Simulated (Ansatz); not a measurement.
KBr in the rocksalt structure, relaxed with r2SCAN: space group Fm-3m (No. 225), cubic; a = 6.604 Å in the conventional setting, 36.01 Å³ an atom. Around K lie 6 Br at 3.30 Å; around Br lie 6 K at 3.30 Å. One-shot G0W0@PBE in Ansatz on a 4×4×4 mesh (contour deformation, no spin-orbit coupling), from a PBE gap of 4.430 eV over the mesh points (the G0W0 gap is direct on the mesh); the number N of bands summed and the screening cutoff rise together. Calculated for a static, non-magnetic cell.

```
  N  cutoff (eV)  1000/N  G0W0 gap (eV)
125           80   8.000          6.768
278          140   3.597          6.972
```

Lay a straight line in 1000/N through these rows.
The slope is -0.0463 eV per unit of 1000/N and the intercept 7.139 eV.

Predict the gap at N = 505 (210 eV).
7.139 + (-0.0463) × 1.980 = 7.047 eV; the run gives 7.052 eV, +0.005 eV from the line.

With that run's result added, what limit do the last two rows suggest?
Their slope is (7.052 − 6.972)/(1.980 − 3.597) = -0.0495, which meets 1/N = 0 at 7.15 eV, against 7.139 eV from the first line. The two lines nearly agree; the k mesh isn't extrapolated.

The runs are scalar-relativistic, without spin-orbit coupling.
